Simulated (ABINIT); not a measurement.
# HfO2 (P4_2/nmc) in ABINIT: band structure with TB-mBJ

Aim: the band structure of HfO2 with TB-mBJ.

Everything below comes from runs of ABINIT 10.8.3 (patched build). Logs are shortened: lines on timing, memory, paths and dates and some standing lists are left out, and cuts for length are marked. The log counts tension as positive stress, the text compression.

## (1) The structure

The structure is tetragonal, space group P4_2/nmc (No. 137). The conventional cell has a = 3.558 Å, b = 3.558 Å, c = 5.172 Å, α = 90.00°, β = 90.00°, γ = 90.00°. Around Hf (site symmetry -4m2) lie 4 O at 2.05 Å. O (site symmetry 2mm) has 2 Hf at 2.05 Å as nearest neighbours.

Measurements of this composition are mostly on another form, of space group No. 14.

## (2) Band structure, TB-mBJ

Contents of run.abi:

```
# Datasets: ground state, then fixed potential
ndtset 2

# Pseudopotentials
pp_dirpath "./"
pseudos "Hf.LDA_PW-JTH.xml, O.LDA_PW-JTH.xml"

# Structure
acell 3*1.0 Angstrom
rprim
     3.5580193300     0.0000000000     0.0000000000
     0.0000000000     3.5580193300     0.0000000000
     0.0000000000     0.0000000000     5.1718612100
ntypat 2
znucl 72 8
natom 6
typat 1 1 2 2 2 2
xred
     0.0000000000     0.0000000000     0.0000000000
     0.5000000000     0.5000000000     0.5000000000
     0.0000000000     0.5000000000     0.1972078800
     0.5000000000     0.0000000000     0.3027921200
     0.5000000000     0.0000000000     0.8027921200
     0.0000000000     0.5000000000     0.6972078800

# Plane-wave basis
ecut 28.0
pawecutdg 50.0

# Exchange and correlation
ixc -208012
usekden 1
pawxcdev 0

# Bands and occupations
occopt 3
tsmear 0.05 eV

# SCF cycle
nstep 100
diemix 0.3
optforces 0
optstress 0

# Output
iomode 3
prtwf 0
prteig 0
prtebands 0
enunit 1
prtden1 1
prtkden1 1

# Dataset 1
kptopt1 1
ngkpt1 7 7 4
nshiftk1 1
shiftk1 0.0 0.0 0.0
nband1 29
tolvrs1 1.0e-7

# Dataset 2: bands along G-X-M-G-Z-R-A-Z
iscf2 -2
getden2 1
getkden2 1
nband2 35
nbdbuf2 4
tolwfr2 1.0e-11
kptopt2 -7
ndivsm2 8
prteig2 1
kptbounds2
     0.0000000000     0.0000000000     0.0000000000
     0.0000000000     0.5000000000     0.0000000000
     0.5000000000     0.5000000000     0.0000000000
     0.0000000000     0.0000000000     0.0000000000
     0.0000000000     0.0000000000     0.5000000000
     0.0000000000     0.5000000000     0.5000000000
     0.5000000000     0.5000000000     0.5000000000
     0.0000000000     0.0000000000     0.5000000000
```

Potentials or basis: JTH PAW LDA v2.0.

Launch:

```bash
mpirun --bind-to none -np 4 abinit run.abi > log 2>&1
```

run.abo:

```text
.Version 10.8.3 of ABINIT
 DATASET    1 : space group P4_2/n m c (#137); Bravais tP (primitive tetrag.)
================================================================================
 Values of the parameters that define the memory need for DATASET  1.
     intxc =       0    ionmov =       0      iscf =       7    lmnmax =      18
     lnmax =       6     mgfft =      48  mpssoang =       3    mqgrid =    3111
     natom =       6  nloc_mem =       2    nspden =       1   nspinor =       1
    nsppol =       1      nsym =      16    n1xccc =       1    ntypat =       2
    occopt =       3   xclevel =       2
       mpw =        3152          nfft =       62208          nkpt =          30
Pmy_natom=         2
 PAW method is used; the additional fine FFT grid is defined by:
   mgfftf=        64    nfftf =    129600
================================================================================
================================================================================

 DATASET    2 : space group P4_2/n m c (#137); Bravais tP (primitive tetrag.)
================================================================================
 Values of the parameters that define the memory need for DATASET  2.
     intxc =       0    ionmov =       0      iscf =      -2    lmnmax =      18
     lnmax =       6     mgfft =      48  mpssoang =       3    mqgrid =    3111
     natom =       6  nloc_mem =       2    nspden =       1   nspinor =       1
    nsppol =       1      nsym =      16    n1xccc =       1    ntypat =       2
    occopt =       3   xclevel =       2
       mpw =        3160          nfft =       62208          nkpt =          89
Pmy_natom=         2
 PAW method is used; the additional fine FFT grid is defined by:
   mgfftf=        64    nfftf =    129600
================================================================================
================================================================================

--------------------------------------------------------------------------------
------------- Echo of variables that govern the present computation ------------
--------------------------------------------------------------------------------
 -outvars: echo values of preprocessed input variables --------
            acell      1.8897261259E+00  1.8897261259E+00  1.8897261259E+00 Bohr
              amu      1.78490000E+02  1.59994000E+01
           diemix      3.00000000E-01
             ecut      2.80000000E+01 Hartree
           enunit           1
           getden1          0
           getden2          1
          getkden1          0
          getkden2          1
             iscf1          7
             iscf2         -2
                       outvar_i_n : Printing only first  50 k-points.
              ixc     -208012
           jdtset        1    2
                       outvar_i_n : Printing only first  50 k-points.
           kptopt1          1
           kptopt2         -7
         kptrlatt        7    0    0      0    7    0      0    0    4
          kptrlen1     3.90936050E+01
          kptrlen2     3.00000000E+01
            natom           6
            nband1         29
            nband2         35
           nbdbuf1          0
           nbdbuf2          4
           ndtset           2
           ndivsm1          0
           ndivsm2          8
            ngfft          36      36      48
          ngfftdg          45      45      64
             nkpt1         30
             nkpt2         89
            nstep         100
             nsym          16
           ntypat           2
           occopt           3
        optforces           0
        optstress           0
        pawecutdg      5.00000000E+01 Hartree
         pawxcdev           0
        prtebands           0
           prteig1          0
           prteig2          1
          prtkden           1
            prtwf           0
            rprim      3.5580193300E+00  0.0000000000E+00  0.0000000000E+00
                       0.0000000000E+00  3.5580193300E+00  0.0000000000E+00
                       0.0000000000E+00  0.0000000000E+00  5.1718612100E+00
           shiftk1     0.00000000E+00  0.00000000E+00  0.00000000E+00
           shiftk2     5.00000000E-01  5.00000000E-01  5.00000000E-01
          spgroup         137
[... 1356 lines left out ...]
 Total kinetic energy density [Ha/Bohr^3]
)     Maximum=    2.4977E+00  at reduced coord.    0.5111    0.0000    0.7969
)     Minimum=    1.5992E-03  at reduced coord.    0.0000    0.0000    0.5000
   Integrated=    4.1898E+01
--------------------------------------------------------------------------------

--- !ResultsGS
iteration_state: {dtset: 2, }
comment   : Summary of ground state results
lattice_vectors:
- [  6.7236821,   0.0000000,   0.0000000, ]
- [  0.0000000,   6.7236821,   0.0000000, ]
- [  0.0000000,   0.0000000,   9.7734012, ]
lattice_lengths: [   6.72368,    6.72368,    9.77340, ]
lattice_angles: [ 90.000,  90.000,  90.000, ] # degrees, (23, 13, 12)
lattice_volume:   4.4183495E+02
convergence: {deltae:  0.000E+00, res2:  0.000E+00, residm:  9.988E-12, diffor:  0.000E+00, }
etotal    :  -1.32554741E+02
entropy   :   0.00000000E+00
fermie    :   1.31355625E-01
cartesian_stress_tensor: null
pressure_GPa: null
xred      :
- [  0.0000E+00,   0.0000E+00,   0.0000E+00, Hf]
- [  5.0000E-01,   5.0000E-01,   5.0000E-01, Hf]
- [  0.0000E+00,   5.0000E-01,   1.9721E-01,  O]
- [  5.0000E-01,   0.0000E+00,   3.0279E-01,  O]
- [  5.0000E-01,   0.0000E+00,   8.0279E-01,  O]
- [  0.0000E+00,   5.0000E-01,   6.9721E-01,  O]
cartesian_forces: null
force_length_stats: {min: null, max: null, mean: null, }
...

 Integrated electronic density in atomic spheres:
 ------------------------------------------------
 Atom  Sphere_radius  Integrated_density
    1        2.41119          9.33877684
    2        2.41119          9.32451665
    3        1.41465          4.78002998
    4        1.41465          4.78158958
    5        1.41465          4.78002998
    6        1.41465          4.78158958

================================================================================

 ----iterations are completed or convergence reached----

 Mean square residual over all n,k,spin=   52.432E-13; max=  99.879E-13
 reduced coordinates (array xred) for    6 atoms
       0.000000000000      0.000000000000      0.000000000000
       0.500000000000      0.500000000000      0.500000000000
       0.000000000000      0.500000000000      0.197207880000
       0.500000000000      0.000000000000      0.302792120000
       0.500000000000      0.000000000000      0.802792120000
       0.000000000000      0.500000000000      0.697207880000

 cartesian coordinates (angstrom) at end:
    1      0.00000000000000     0.00000000000000     0.00000000000000
    2      1.77900966500000     1.77900966500000     2.58593060500000
    3      0.00000000000000     1.77900966500000     1.01993178487833
    4      1.77900966500000     0.00000000000000     1.56599882012167
    5      1.77900966500000     0.00000000000000     4.15192942512166
    6      0.00000000000000     1.77900966500000     3.60586238987833
 length scales=  1.889726125908  1.889726125908  1.889726125908 bohr
              =  1.000000000000  1.000000000000  1.000000000000 angstroms
 Eigenvalues (   eV  ) for nkpt=  89  k points:
 kpt#   1, nband= 35, wtk=  1.00000, kpt=  0.0000  0.0000  0.0000 (reduced coord)
 -59.05851  -59.04036  -28.04729  -27.60142  -27.60142  -27.54466  -27.49143  -27.49143
 -18.82872  -17.52352  -17.07555  -16.71700   -4.32238   -4.06294   -3.90444   -3.90444
  -2.04589   -2.04589   -0.86446   -0.86446   -0.11570    0.25328    0.38397    0.38397
   7.00375    7.22878    8.19810    8.48212    9.20236    9.25424   10.77674   10.77674
  12.54951   12.54951   12.92560
 kpt#   2, nband= 35, wtk=  1.00000, kpt=  0.0000  0.0417  0.0000 (reduced coord)
 -59.05834  -59.04034  -28.04429  -27.60913  -27.60072  -27.54395  -27.49862  -27.49171
 -18.81280  -17.51749  -17.07746  -16.72260   -4.35392   -4.05517   -3.89309   -3.83096
  -2.06697   -2.04382   -0.87936   -0.87351   -0.11556    0.25748    0.35649    0.37023
   7.02973    7.24697    8.18840    8.47961    9.24676    9.26264   10.73706   10.77811
  12.50012   12.54119   12.90315
 kpt#   3, nband= 35, wtk=  1.00000, kpt=  0.0000  0.0833  0.0000 (reduced coord)
 -59.05781  -59.04025  -28.03536  -27.62999  -27.59870  -27.54351  -27.51953  -27.49248
 -18.76587  -17.50037  -17.08278  -16.73888   -4.40370   -4.03229   -3.85935   -3.65653
  -2.12733   -2.03735   -0.92344   -0.90128   -0.11690    0.26964    0.27685    0.33390
   7.10464    7.29734    8.15717    8.47240    9.28937    9.37767   10.62759   10.78247
[... 503 lines left out ...]
   7.69747    7.69756    8.00085    8.00391   10.79402   10.79868   11.27104   11.27278
  11.62610   11.62844   12.15291
 kpt#  88, nband= 35, wtk=  1.00000, kpt=  0.0313  0.0313  0.5000 (reduced coord)
 -59.05092  -59.04776  -27.81225  -27.81137  -27.55367  -27.55335  -27.54374  -27.54345
 -17.99830  -17.99828  -17.12437  -17.12427   -3.42178   -3.42177   -3.08576   -3.08573
  -2.47133   -2.47129   -2.13379   -2.13317   -0.27400   -0.27399    0.42085    0.42085
   7.67523    7.67532    7.99598    7.99916   11.02431   11.02776   11.38857   11.39212
  11.54702   11.54965   11.88161
 kpt#  89, nband= 35, wtk=  1.00000, kpt=  0.0000  0.0000  0.5000 (reduced coord)
 -59.05104  -59.04788  -27.81046  -27.80956  -27.55019  -27.55019  -27.54323  -27.54323
 -18.00655  -18.00653  -17.12511  -17.12502   -3.41958   -3.41958   -3.07365   -3.07365
  -2.49429   -2.49424   -2.16290   -2.16225   -0.25296   -0.25296    0.44197    0.44197
   7.66690    7.66700    7.99462    7.99784   11.17480   11.17480   11.35887   11.36758
  11.60746   11.60934   11.69724

== END DATASET(S) ==============================================================
================================================================================

 -outvars: echo values of variables after computation  --------
            acell      1.8897261259E+00  1.8897261259E+00  1.8897261259E+00 Bohr
           etotal1    -1.3255474142E+02
            fcart1     9.9999999999E+99  9.9999999999E+99  9.9999999999E+99
                       9.9999999999E+99  9.9999999999E+99  9.9999999999E+99
                       9.9999999999E+99  9.9999999999E+99  9.9999999999E+99
                       9.9999999999E+99  9.9999999999E+99  9.9999999999E+99
                       9.9999999999E+99  9.9999999999E+99  9.9999999999E+99
                       9.9999999999E+99  9.9999999999E+99  9.9999999999E+99
            rprim      3.5580193300E+00  0.0000000000E+00  0.0000000000E+00
                       0.0000000000E+00  3.5580193300E+00  0.0000000000E+00
                       0.0000000000E+00  0.0000000000E+00  5.1718612100E+00
           strten1     9.9999999999E+99  9.9999999999E+99  9.9999999999E+99
                       9.9999999999E+99  9.9999999999E+99  9.9999999999E+99
           xangst      0.0000000000E+00  0.0000000000E+00  0.0000000000E+00
                       1.7790096650E+00  1.7790096650E+00  2.5859306050E+00
                       0.0000000000E+00  1.7790096650E+00  1.0199317849E+00
                       1.7790096650E+00  0.0000000000E+00  1.5659988201E+00
                       1.7790096650E+00  0.0000000000E+00  4.1519294251E+00
                       0.0000000000E+00  1.7790096650E+00  3.6058623899E+00
             xred      0.0000000000E+00  0.0000000000E+00  0.0000000000E+00
                       5.0000000000E-01  5.0000000000E-01  5.0000000000E-01
                       0.0000000000E+00  5.0000000000E-01  1.9720788000E-01
                       5.0000000000E-01  0.0000000000E+00  3.0279212000E-01
                       5.0000000000E-01  0.0000000000E+00  8.0279212000E-01
                       0.0000000000E+00  5.0000000000E-01  6.9720788000E-01
 Calculation completed.
```

Wall time 7.3 min (4 MPI ranks of Arm Neoverse V2, shared host); peak memory 0.76 GiB.

What came out:

* Band gap on the k mesh: 6.56 eV, indirect (least direct gap 6.62 eV)
* Band gap along the path: 6.56 eV, indirect (least direct gap 6.62 eV)
* Valence electrons inside the program's atomic spheres: Hf 9.34, 9.32; O 4.78

Levels at the corners of the path, in eV from the valence-band top:
```tsv
point	band 20	band 21	band 22	band 23	band 24	band 25	band 26	band 27	band 28	band 29
Γ	-1.31	-0.56	-0.19	-0.06	-0.06	6.56	6.79	7.76	8.04	8.76
X	-1.90	-1.40	-1.39	-0.15	-0.15	6.99	7.00	7.86	7.86	8.84
M	-1.01	-0.75	-0.75	-0.44	-0.44	7.53	7.53	8.03	8.03	8.41
Γ	-1.31	-0.56	-0.19	-0.06	-0.06	6.56	6.79	7.76	8.04	8.76
Z	-2.60	-0.70	-0.70	0.00	0.00	7.22	7.22	7.55	7.56	10.73
R	-1.70	-1.33	-1.33	-0.93	-0.93	7.15	7.16	7.42	7.42	8.69
A	-1.77	-1.37	-1.37	-0.08	-0.08	7.81	7.82	8.04	8.04	8.60
Z	-2.60	-0.70	-0.70	0.00	0.00	7.22	7.22	7.55	7.56	10.73
```

Caveat: the constant c of TB-mBJ comes from the pseudo density here, which moves gaps by up to 0.3 eV between sets of potentials; the PAW data sets were made with another functional, which shifts forces and pressure a little; spin-orbit coupling is left out, which moves the levels of the heavy elements.
